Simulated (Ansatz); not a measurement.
## KCaF3 (001), CaF2 faces on V(100): work function and capacitance

How does KCaF3 (001), CaF2 faces on V(100) act as a gate dielectric or work-function layer?

Method: plane-wave DFT, PBE-D3(BJ), Ansatz PAW, in Ansatz 0.2.0.

## Step 1: The starting structure

The cell holds 10 atoms: 10 V. Its edges and angles: a = 4.380 Å, b = 4.380 Å, c = 23.919 Å, α = 90.0°, β = 90.0°, γ = 90.0°. Vacuum lies along c.

## Step 2: The bare metal

The metal alone, strained to the film's lattice, gives the work function from which the change is counted. The dipole correction removes the false field that a one-sided slab makes across the periodic vacuum, so each face gets a flat vacuum level of its own.

Input file input.yaml:

```yaml
crystal:
  lattice:
    - [4.38, 0.0, 0.0]
    - [0.0, 4.38, 0.0]
    - [0.0, 0.0, 23.9193661255]
  atoms:
    - { symbol: V, position: [0.0, 0.0, 0.3762641515] }
    - { symbol: V, position: [0.5, 0.5, 0.3762641515] }
    - { symbol: V, position: [0.0, 0.5, 0.4381320758] }
    - { symbol: V, position: [0.5, 0.0, 0.4381320758] }
    - { symbol: V, position: [0.0, 0.0, 0.5] }
    - { symbol: V, position: [0.5, 0.5, 0.5] }
    - { symbol: V, position: [0.0, 0.5, 0.5618679242] }
    - { symbol: V, position: [0.5, 0.0, 0.5618679242] }
    - { symbol: V, position: [0.0, 0.0, 0.6237358485] }
    - { symbol: V, position: [0.5, 0.5, 0.6237358485] }
kpoints:
  mp_grid: { grid: [8, 8, 1] }
hamiltonian:
  xc: pbe
  dispersion: d3bj
scf:
  occupations: { method: fermi_dirac, width: 0.1 }
  convergence: { dr2_threshold: 1.0e-09 }
efield:
  axis: 3
  dipole_correction: true
  ramp_position: 0.97
  ramp_width: 0.06
relax:
  f_tol: 0.01
  max_steps: 90
  constraints: [{ sites: [0, 1, 2, 3] }]
output:
  write_potential: true
  write_density: true
  volumetric_format: npy
```

On the command line:

```console
$ ansatz run input.yaml --threads 4 --pin off --max-ram 12288MiB --backend cpu --events-out ev --progress --plain --runs-dir out
```

Numbers of over 12 decimals in the logs are rounded to 6 here.

What it wrote:

```text
Engine: ansatz 0.2.0, aarch64-unknown-linux-gnu
Pseudopotentials: kind: paw
Pseudopotential: V, paw, valence charge 13, recommended cutoff 420 eV (normal), V.paw.azcp
Functional definition: PBE
  parameter kappa = 0.804
  parameter beta = 0.066725
  exchange = pbe_x(kappa = kappa, mu = beta*pi^2/3)
  correlation = pbe_c(beta = beta)
Crystal: 10 atoms, lattice volume = 458.879 Å³
Basis set: ecut = 420 eV, 9071 PW (Γ), exchange–correlation on 60×60×320 points (8 copies of the dense FFT grid, shifted against one another)
Bands: 78, of which v1, the nominal top of the filled ones, is band 65 counted from 1 (64 counted from 0)
Symmetry: 16 space group operations
k-points: 15 of 64
Non-local potential: V, projectors of the file, l = 0: 3, l = 1: 2, l = 2: 3, l = 3: 1
PAW form: soft (Blöchl's): semilocal exchange-correlation on the pseudo side does not see the compensation charge
PAW one-centre angular grid: V, 590 points (default); XC on 64 Gauss nodes
Initial density: superposition of atomic densities (neutral atoms: chi_scale 0, normalization atom), corrected by the library's trained network
Initial wavefunctions: pseudopotential atomic-orbital guess
Functional: x = pbe(κ = 0.804, μ = 0.219515), c = pbe(β = 0.066725)
SCF iter   1: F=—  HF=-29122.036226 eV  |F-HF|=—  |Δ(HF+E_count)|=         —  Δρ=6.24e-3  dr2=1.72e-1  ethr=1.77e-3  p=0.000 e·Å  D=4.37e-14 V/Å  ΔV_dip=-0.00 eV  dr2_dipole=1.11e-9  V_vac-E_F(+/−)=3.75/3.75 eV  ⟨swp⟩=9.4  Hψ=4847  notcnv=0
efield: sawtooth ramp at fractional position 0.9700 (set: `efield.ramp_position`, or a place that a band, a saddle search or an elastic batch's reference lends), width 0.0600; the density the first Hamiltonian is built on has a dipole p = 0.000 e·Å; the dipole correction subtracts the counter field D = 4.37e-14 V/Å, which shifts the + side's vacuum level by -0.00 eV against the − side's; the planar-averaged density in the ramp window peaks in size at 2.8e-5 e/Å³
preconditioner: auto → LDOS  [metal: Δε(μ)=0.010 eV  Ē_g=2.302 eV  σ=0.100 eV  W_gap=0.03  n_scr=96 (ndim 8)  ℏωp=12.3 eV  f_vac=0.601  D(μ)=16.11/eV (n_scr^D=122)  β→1.0]
SCF iter   2: F=—  HF=-29122.038943 eV  |F-HF|=—  |Δ(HF+E_count)|=   2.72e-3  Δρ=4.74e-3  dr2=1.00e-1  ethr=1.33e-4  p=-0.000 e·Å  D=-5.11e-6 V/Å  ΔV_dip=0.00 eV  dr2_dipole=5.90e-9  V_vac-E_F(+/−)=3.70/3.70 eV  ⟨swp⟩=3.5  Hψ=2925  notcnv=0
SCF iter   3: F=—  HF=-29122.029718 eV  |F-HF|=—  |Δ(HF+E_count)|=   9.23e-3  Δρ=1.34e-3  dr2=1.55e-2  ethr=7.70e-5  p=-0.000 e·Å  D=-2.39e-6 V/Å  ΔV_dip=0.00 eV  dr2_dipole=1.30e-11  V_vac-E_F(+/−)=3.70/3.70 eV  ⟨swp⟩=2.0  Hψ=1646  notcnv=0
SCF iter   4: F=—  HF=-29122.029755 eV  |F-HF|=—  |Δ(HF+E_count)|=   3.67e-5  Δρ=3.98e-4  dr2=7.85e-4  ethr=1.20e-5  p=-0.000 e·Å  D=-3.25e-7 V/Å  ΔV_dip=0.00 eV  dr2_dipole=1.17e-10  V_vac-E_F(+/−)=3.71/3.71 eV  ⟨swp⟩=1.7  Hψ=1208  notcnv=0
SCF iter   5: F=—  HF=-29122.029709 eV  |F-HF|=—  |Δ(HF+E_count)|=   4.57e-5  Δρ=7.93e-5  dr2=9.82e-5  ethr=6.04e-7  p=0.000 e·Å  D=7.51e-8 V/Å  ΔV_dip=-0.00 eV  dr2_dipole=1.51e-12  V_vac-E_F(+/−)=3.72/3.72 eV  ⟨swp⟩=2.5  Hψ=1713  notcnv=0
SCF iter   6: F=—  HF=-29122.030583 eV  |F-HF|=—  |Δ(HF+E_count)|=   8.74e-4  Δρ=4.76e-5  dr2=1.62e-5  ethr=7.56e-8  p=-0.000 e·Å  D=-2.41e-8 V/Å  ΔV_dip=0.00 eV  dr2_dipole=3.76e-12  V_vac-E_F(+/−)=3.73/3.73 eV  ⟨swp⟩=2.5  Hψ=1635  notcnv=0
SCF iter   7: F=—  HF=-29122.030574 eV  |F-HF|=—  |Δ(HF+E_count)|=   8.60e-6  Δρ=2.18e-5  dr2=6.08e-6  ethr=1.25e-8  p=0.000 e·Å  D=3.88e-8 V/Å  ΔV_dip=-0.00 eV  dr2_dipole=7.94e-12  V_vac-E_F(+/−)=3.74/3.74 eV  ⟨swp⟩=3.2  Hψ=2602  notcnv=0
SCF iter   8: F=—  HF=-29122.030496 eV  |F-HF|=—  |Δ(HF+E_count)|=   7.82e-5  Δρ=1.33e-5  dr2=1.11e-6  ethr=4.68e-9  p=0.000 e·Å  D=3.40e-8 V/Å  ΔV_dip=-0.00 eV  dr2_dipole=1.15e-12  V_vac-E_F(+/−)=3.74/3.74 eV  ⟨swp⟩=2.0  Hψ=1451  notcnv=0
SCF iter   9: F=—  HF=-29122.030496 eV  |F-HF|=—  |Δ(HF+E_count)|=   2.33e-7  Δρ=3.58e-6  dr2=1.11e-7  ethr=8.50e-10  p=-0.000 e·Å  D=-3.21e-9 V/Å  ΔV_dip=0.00 eV  dr2_dipole=6.80e-14  V_vac-E_F(+/−)=3.74/3.74 eV  ⟨swp⟩=2.0  Hψ=1562  notcnv=0
SCF iter  10: F=—  HF=-29122.030496 eV  |F-HF|=—  |Δ(HF+E_count)|=   1.22e-7  Δρ=1.23e-6  dr2=1.95e-8  ethr=8.55e-11  p=-0.000 e·Å  D=-2.60e-9 V/Å  ΔV_dip=0.00 eV  dr2_dipole=2.56e-13  V_vac-E_F(+/−)=3.74/3.74 eV  ⟨swp⟩=2.7  Hψ=1924  notcnv=0
SCF iter  11: F=-29122.030496 eV  HF=-29122.030496 eV  |F-HF|=1.31e-9  |Δ(HF+E_count)|=   9.29e-9  Δρ=3.16e-7  dr2=4.50e-10  ethr=1.00e-12  p=-0.000 e·Å  D=-2.31e-9 V/Å  ΔV_dip=0.00 eV  dr2_dipole=1.86e-13  V_vac-E_F(+/−)=3.74/3.74 eV  ⟨swp⟩=7.9  Hψ=7804  notcnv=0
SCF 1 converged in 11 iterations: F = -29122.030496 eV  dr2 = 4.50e-10
  greatest PAW one-centre occupation: 1.000 electrons in one spin orbital (limit 2), on the V atom at site 3 (counted from 0), in its partial waves of l = 0
relax step   1: F+E_penalty+E_count = -29122.03049620 eV  Δ(F+E_penalty+E_count) = +0.000e0 eV  max|allowed force component| = 1.597e0 eV/Å  Δτ_max = 0.0000 Å  (11 SCF iters, accepted)
Initial density: handed on by an earlier stage of this run
Initial wavefunctions: those handed on with the density
SCF iter   1: F=—  HF=-29122.756840 eV  |F-HF|=—  |Δ(HF+E_count)|=         —  Δρ=2.03e-2  dr2=5.23e0  ethr=3.10e-3  p=-0.000 e·Å  D=-1.70e-7 V/Å  ΔV_dip=0.00 eV  dr2_dipole=1.13e-1  V_vac-E_F(+/−)=3.81/3.81 eV  ⟨swp⟩=4.1  Hψ=2600  notcnv=0
efield: sawtooth ramp at fractional position 0.9700 (set: `efield.ramp_position`, or a place that a band, a saddle search or an elastic batch's reference lends), width 0.0600; the density the first Hamiltonian is built on has a dipole p = -0.000 e·Å; the dipole correction subtracts the counter field D = -1.70e-7 V/Å, which shifts the + side's vacuum level by +0.00 eV against the − side's; the planar-averaged density in the ramp window peaks in size at 6.0e-6 e/Å³
preconditioner: auto → LDOS  [metal: Δε(μ)=0.006 eV  Ē_g=2.449 eV  σ=0.100 eV  W_gap=0.01  n_scr=96 (ndim 8)  ℏωp=12.3 eV  f_vac=0.608  D(μ)=12.65/eV (n_scr^D=96)  β→1.0]
SCF iter   2: F=—  HF=-29122.742603 eV  |F-HF|=—  |Δ(HF+E_count)|=   1.42e-2  Δρ=2.41e-2  dr2=6.18e0  ethr=3.10e-3  p=0.044 e·Å  D=1.74e-2 V/Å  ΔV_dip=-0.42 eV  dr2_dipole=5.83e-1  V_vac-E_F(+/−)=3.33/3.75 eV  ⟨swp⟩=3.0  Hψ=1876  notcnv=0
SCF iter   3: F=—  HF=-29122.487590 eV  |F-HF|=—  |Δ(HF+E_count)|=   2.55e-1  Δρ=1.38e-3  dr2=6.57e-2  ethr=3.10e-3  p=0.015 e·Å  D=5.88e-3 V/Å  ΔV_dip=-0.14 eV  dr2_dipole=2.18e-2  V_vac-E_F(+/−)=3.62/3.76 eV  ⟨swp⟩=2.0  Hψ=1661  notcnv=0
[...]
SCF iter  12: F=—  HF=-29122.587967 eV  |F-HF|=—  |Δ(HF+E_count)|=   3.10e-8  Δρ=5.77e-7  dr2=1.80e-9  ethr=1.74e-11  p=0.005 e·Å  D=1.88e-3 V/Å  ΔV_dip=-0.04 eV  dr2_dipole=4.36e-11  V_vac-E_F(+/−)=3.69/3.73 eV  ⟨swp⟩=2.6  Hψ=1730  notcnv=0
SCF iter  13: F=-29122.587967 eV  HF=-29122.587967 eV  |F-HF|=6.55e-11  |Δ(HF+E_count)|=   3.27e-9  Δρ=1.28e-7  dr2=1.87e-10  ethr=1.00e-12  p=0.005 e·Å  D=1.88e-3 V/Å  ΔV_dip=-0.04 eV  dr2_dipole=7.35e-12  V_vac-E_F(+/−)=3.69/3.73 eV  ⟨swp⟩=9.3  Hψ=6759  notcnv=0
SCF 3 converged in 13 iterations: F = -29122.587967 eV  dr2 = 1.87e-10
relax step   3: F+E_penalty+E_count = -29122.58796703 eV  Δ(F+E_penalty+E_count) = -1.022e-1 eV  max|allowed force component| = 1.261e-1 eV/Å  Δτ_max = 0.1945 Å  (13 SCF iters, accepted)
[...]
relax step   4: F+E_penalty+E_count = -29122.59228578 eV  Δ(F+E_penalty+E_count) = -4.319e-3 eV  max|allowed force component| = 1.627e-2 eV/Å  Δτ_max = 0.0296 Å  (11 SCF iters, accepted)
SCF iter   1: F=—  HF=-29122.592042 eV  |F-HF|=—  |Δ(HF+E_count)|=         —  Δρ=3.74e-4  dr2=4.89e-3  ethr=2.53e-5  p=0.005 e·Å  D=2.01e-3 V/Å  ΔV_dip=-0.05 eV  dr2_dipole=1.09e-3  V_vac-E_F(+/−)=3.69/3.73 eV  ⟨swp⟩=1.1  Hψ=1471  notcnv=0
efield: sawtooth ramp at fractional position 0.9700 (set: `efield.ramp_position`, or a place that a band, a saddle search or an elastic batch's reference lends), width 0.0600; the density the first Hamiltonian is built on has a dipole p = 0.005 e·Å; the dipole correction subtracts the counter field D = 2.01e-3 V/Å, which shifts the + side's vacuum level by -0.05 eV against the − side's; the planar-averaged density in the ramp window peaks in size at 7.6e-7 e/Å³
preconditioner: auto → LDOS  [metal: Δε(μ)=0.025 eV  Ē_g=2.453 eV  σ=0.100 eV  W_gap=0.06  n_scr=96 (ndim 8)  ℏωp=12.3 eV  f_vac=0.613  D(μ)=12.80/eV (n_scr^D=96)  β→1.0]
SCF iter   2: F=—  HF=-29122.591928 eV  |F-HF|=—  |Δ(HF+E_count)|=   1.15e-4  Δρ=2.27e-4  dr2=7.61e-4  ethr=3.76e-6  p=0.005 e·Å  D=2.11e-3 V/Å  ΔV_dip=-0.05 eV  dr2_dipole=1.58e-8  V_vac-E_F(+/−)=3.68/3.73 eV  ⟨swp⟩=1.0  Hψ=1350  notcnv=0
SCF iter   3: F=—  HF=-29122.591930 eV  |F-HF|=—  |Δ(HF+E_count)|=   2.17e-6  Δρ=1.03e-4  dr2=1.13e-4  ethr=5.85e-7  p=0.005 e·Å  D=2.08e-3 V/Å  ΔV_dip=-0.05 eV  dr2_dipole=1.88e-6  V_vac-E_F(+/−)=3.69/3.73 eV  ⟨swp⟩=2.0  Hψ=1380  notcnv=0
SCF iter   4: F=—  HF=-29122.591932 eV  |F-HF|=—  |Δ(HF+E_count)|=   1.80e-6  Δρ=2.32e-5  dr2=3.79e-6  ethr=8.72e-8  p=0.005 e·Å  D=2.07e-3 V/Å  ΔV_dip=-0.05 eV  dr2_dipole=1.32e-8  V_vac-E_F(+/−)=3.69/3.73 eV  ⟨swp⟩=2.0  Hψ=1458  notcnv=0
SCF iter   5: F=—  HF=-29122.592334 eV  |F-HF|=—  |Δ(HF+E_count)|=   4.03e-4  Δρ=2.99e-6  dr2=8.11e-8  ethr=2.92e-9  p=0.005 e·Å  D=2.06e-3 V/Å  ΔV_dip=-0.05 eV  dr2_dipole=7.79e-11  V_vac-E_F(+/−)=3.69/3.73 eV  ⟨swp⟩=2.9  Hψ=1764  notcnv=0
SCF iter   6: F=—  HF=-29122.592335 eV  |F-HF|=—  |Δ(HF+E_count)|=   4.18e-7  Δρ=1.83e-6  dr2=3.22e-8  ethr=6.24e-11  p=0.005 e·Å  D=2.05e-3 V/Å  ΔV_dip=-0.05 eV  dr2_dipole=7.93e-11  V_vac-E_F(+/−)=3.69/3.73 eV  ⟨swp⟩=2.9  Hψ=1778  notcnv=0
SCF iter   7: F=—  HF=-29122.592335 eV  |F-HF|=—  |Δ(HF+E_count)|=   1.05e-7  Δρ=7.03e-7  dr2=5.41e-9  ethr=2.48e-11  p=0.005 e·Å  D=2.04e-3 V/Å  ΔV_dip=-0.05 eV  dr2_dipole=1.67e-9  V_vac-E_F(+/−)=3.69/3.73 eV  ⟨swp⟩=2.2  Hψ=1452  notcnv=0
SCF iter   8: F=-29122.592335 eV  HF=-29122.592335 eV  |F-HF|=8.06e-9  |Δ(HF+E_count)|=   3.09e-9  Δρ=2.63e-7  dr2=4.65e-10  ethr=1.00e-12  p=0.005 e·Å  D=2.04e-3 V/Å  ΔV_dip=-0.05 eV  dr2_dipole=3.11e-12  V_vac-E_F(+/−)=3.69/3.73 eV  ⟨swp⟩=9.2  Hψ=6988  notcnv=0
SCF 5 converged in 8 iterations: F = -29122.592335 eV  dr2 = 4.65e-10
relax step   5: F+E_penalty+E_count = -29122.59233485 eV  Δ(F+E_penalty+E_count) = -4.907e-5 eV  max|allowed force component| = 1.506e-3 eV/Å  Δτ_max = 0.0016 Å  (8 SCF iters, accepted)
NSCF: frozen V_eff on 15 k-points
the search or the solves at the SCF's close seem to have found levels that the self-consistency loop had missed (the run counts 1). By its estimate they hold 5.65e-9 electrons. The energies and the density leave them out; if the run goes on with those levels, later outputs use occupations computed again with them
WARN: The output density's exchange-correlation potential varies sharply where the density is thin. Do not read a vacuum level from v_tot or v_xc, or from such a field of the output density. On a cell that repeats whose density bears no net charge and no dipole along the vacuum's axis use v_es (v_loc + v_h of the components); under efield.dipole_correction with no amplitude use v_es + v_field, which holds any externa [...]
SCF converged after 8 iterations
Free energy (F): -29122.592335 eV
Harris-Foulkes:  -29122.592335 eV  (|F-HF|=8.06e-9)
Internal energy: -29122.151294 eV  (E = F + TS)
E sigma→0 (E₀):  -29122.371814 eV
Entropy (-TS):   -0.441041 eV (-44.104 meV/atom)
Fermi energy:    2.425390 eV
Dipole field:    D = 0.002035 V/Å  (p = 0.005161 e·Å, saw-weighted, corrected)
Work function:   Φ+ = 3.6860 eV   Φ− = 3.7347 eV
Levels:          The Fermi level and band energies are counted from a zero that moves with the ramp; work functions are not
--- Per-component energies (eV) ---
  E_band       = -3303.863684
  E_kinetic    = 3343.048636
  E_local      = -169133.708975  (includes V_loc(G=0)·N_el)
  E_nonlocal   = -447.200048
  E_hartree    = 83276.313262
  E_xc         = -1293.108096
  E_vxc        = -1638.210756  (∫ρ·V_xc dr)
  E_paw        = -11129.185923  (= ΣΔE_a)
  E_vpaw       = -1980.452320  (= ΣTr[D̂ρ^β])
  E_aug_tail   = 0.002646  (compensation charges beyond the density's cutoff)
  E_efield     = 0.000005  (sawtooth field / dipole correction)
  E_vefield    = 0.028422  (∫n·V_field dr)
  E_ewald      = 66266.173440
  E_disp       = -4.486242  (pairwise vdW)
  E_smearing   = -0.441041  (= −TS)
  E_closure    = -0.000000  (closes the sum)
  Σ components = -29122.592335   (vs F -29122.592335, Δ=0.00e0)
--- Forces (eV/Å), atoms counted from 1 ---
  atom   1  V     -0.00000000    -0.00000000     1.48451053
  atom   2  V     -0.00000000     0.00000000     1.48451053
  atom   3  V      0.00000000     0.00000000    -1.48497562
  atom   4  V      0.00000000    -0.00000000    -1.48497562
  atom   5  V     -0.00000000     0.00000000     0.00141606
  atom   6  V     -0.00000000     0.00000000     0.00141606
  atom   7  V     -0.00000000     0.00000000     0.00054578
  atom   8  V     -0.00000000     0.00000000     0.00054578
  atom   9  V      0.00000000     0.00000000    -0.00150604
  atom  10  V      0.00000000    -0.00000000    -0.00150604
  max |Σ_I F_I| component: 1.86e-5 eV/Å
--- Band table (eV; the first three rows and the last of 15) ---
  k-point 0: bands = [... 61 lower, 2.3054, 2.4843, 2.6068, 2.6953, 2.6953, 2.7773, 2.7773, 2.8941, ... 9 higher]
  k-point 1: bands = [... 61 lower, 2.1331, 2.2802, 2.5480, 2.6060, 2.6487, 2.7188, 2.7412, 3.0289, ... 9 higher]
  k-point 2: bands = [... 61 lower, 1.9106, 2.0216, 2.3246, 2.3263, 2.6841, 2.7148, 2.7484, 3.0018, ... 9 higher]
  k-point 14: bands = [... 61 lower, 2.0385, 2.1150, 2.1150, 2.1983, 2.1983, 2.9395, 2.9395, 2.9587, ... 9 higher]
--- Relaxed structure (5 steps of the walk, 5 accepted, 0 SCFs on fresh bases) ---
  F+E_penalty+E_count = -29122.59233485 eV   max|allowed force component| = 1.506e-3 eV/Å
  atoms:
    - { symbol: V, position: [0.0, 0.0, 0.3762641515] }
    - { symbol: V, position: [0.5, 0.5, 0.3762641515] }
    - { symbol: V, position: [0.0, 0.5, 0.4381320758] }
    - { symbol: V, position: [0.5, 0.0, 0.4381320758] }
    - { symbol: V, position: [0, 0, 0.496112] }
    - { symbol: V, position: [0.5, 0.5, 0.496112] }
    - { symbol: V, position: [0, 0.5, 0.558418] }
    - { symbol: V, position: [0.5, 0, 0.558418] }
    - { symbol: V, position: [0, 0, 0.608624] }
    - { symbol: V, position: [0.5, 0.5, 0.608624] }
```

Elapsed: 79 s, on 4 threads of Arm Neoverse V1, shared host; peak memory 1.1 GiB; 5.2 min of CPU time.

This run has no spin polarisation, although V can carry a moment.

The steps of the relaxation:

```
step  energy less that of the first step (eV)  largest force component (eV/Å)
   1                                   0.0000                          1.5974
   2                                  -0.4553                          0.6144
   3                                  -0.5575                          0.1261
   4                                  -0.5618                          0.0163
   5                                  -0.5618                          0.0015
```

Forces are held to the 16 operations that the run works with; a distortion that breaks them can't arise in this run.

The atoms that moved most (Å):

```csv
atom,dx,dy,dz,length
V10,0.000,0.000,-0.361,0.361
V9,0.000,0.000,-0.361,0.361
V6,0.000,0.000,-0.093,0.093
V5,0.000,0.000,-0.093,0.093
V8,0.000,0.000,-0.083,0.083
V7,0.000,0.000,-0.083,0.083
```

This step gave:

```
energy at zero smearing        : -29122.3718 eV
work function, upper face      : 3.686 eV
work function, lower face      : 3.735 eV
dipole along the normal        : 0.005161 e·Å
step between the vacuum levels : -0.04866 eV
```

Running mean over 1.48 and then 4.38 Å of the planar mean; the ramp of the sawtooth is left out. Table of electron's electrostatic potential energy less the Fermi level by z:

z (Å), electron's electrostatic potential energy less the Fermi level (eV) and a bar from the least value:
```
      3.0       3.73 ##############################
      3.5       3.73 ##############################
      4.0       3.72 ##############################
      4.5       3.70 ##############################
      5.0       3.63 ##############################
      5.5       3.44 #############################
      6.0       2.94 ############################
      6.5       2.04 ##########################
      7.0       0.85 #######################
      7.5      -0.44 ####################
      8.0      -1.72 ################
      8.5      -3.02 #############
      9.0      -4.34 ##########
      9.5      -5.61 #######
     10.0      -6.69 ####
     10.5      -7.38 ##
     11.0      -7.70 #
     11.5      -7.90 #
     12.0      -8.11 
     12.5      -8.22 
     13.0      -7.96 #
     13.5      -7.22 ##
     14.0      -6.14 #####
     14.5      -4.92 ########
     15.0      -3.67 ###########
     15.5      -2.36 ###############
     16.0      -0.91 ##################
     16.5       0.58 ######################
     17.0       1.91 #########################
     17.5       2.86 ############################
     18.0       3.38 #############################
     18.5       3.59 ##############################
     19.0       3.65 ##############################
     19.5       3.67 ##############################
     20.0       3.68 ##############################
     20.5       3.68 ##############################
```

The relaxation took 5 steps and lowered the energy by 0.56 eV; the largest force on the free atoms ends at 0.0015 eV/Å.

The work function of the upper face is 3.69 eV.

[end of part 1 of 5]

[Logs are printed without paths, hosts, clocks, repeated set-up lines and the standing remarks that a program may print on its own settings, such as how far it seeks lower states.]

[Hosts, paths, dates, database ids (printed as entryN), source tags and the programs' standing remarks are cut or masked in the printed files.]

[Maps of the electrostatic potential energy from Ansatz leave out the sawtooth potential of an applied field or a dipole correction, so their vacuum need not be flat; planar profiles and work functions include it.]
